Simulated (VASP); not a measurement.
Here is a VASP 6.6.1 calculation.

File INCAR:

```
SYSTEM = CdS
PREC = Accurate ; ENCUT = 600
EDIFF = 1E-7 ; ISMEAR = 0
SIGMA = 0.02 ; LREAL = .False.
LASPH = .True. ; NELM = 60
ALGO = Normal ; ISIF = 3
LWAVE = .False. ; LCHARG = .False.
GGA = RP ; IBRION = 2
NSW = 90 ; EDIFFG = -0.005
```

Contents of KPOINTS:

```
Automatic mesh
0
Gamma
  8 8 8
  0 0 0
```

Contents of POSCAR:

```
CdS
1.0
    0.0000000000      2.9429534600      2.9429534600
    2.9429534600      0.0000000000      2.9429534600
    2.9429534600      2.9429534600      0.0000000000
Cd S
1 1
Direct
    0.0000000000      0.0000000000      0.0000000000
    0.7500000000      0.7500000000      0.7500000000
```

Potentials or basis: VASP PAW PBE potentials, release 64 (Cd, S).

Command:

```bash
$ cat potpaw_PBE.64/Cd/POTCAR potpaw_PBE.64/S/POTCAR > POTCAR
$ mpirun -np 1 vasp_std > vasp.out
```

**Question.** What does it give for the relaxed volume?

**Answer.** 27.21 Å³/atom.

**Question.** Estimate the band gap on the k mesh.

**Answer.** 1.13 eV, direct.

The path:
```
step  energy change (eV)  largest force (eV/Å)  pressure (GPa)  volume (Å³)
   1              0.0000                0.0000            3.59        50.98
   2             -0.0344                0.0000           -0.72        55.31
   3             -0.0364                0.0000            0.02        54.43
```

Caveat: the PAW data sets were made with another functional, which shifts forces and pressure a little.
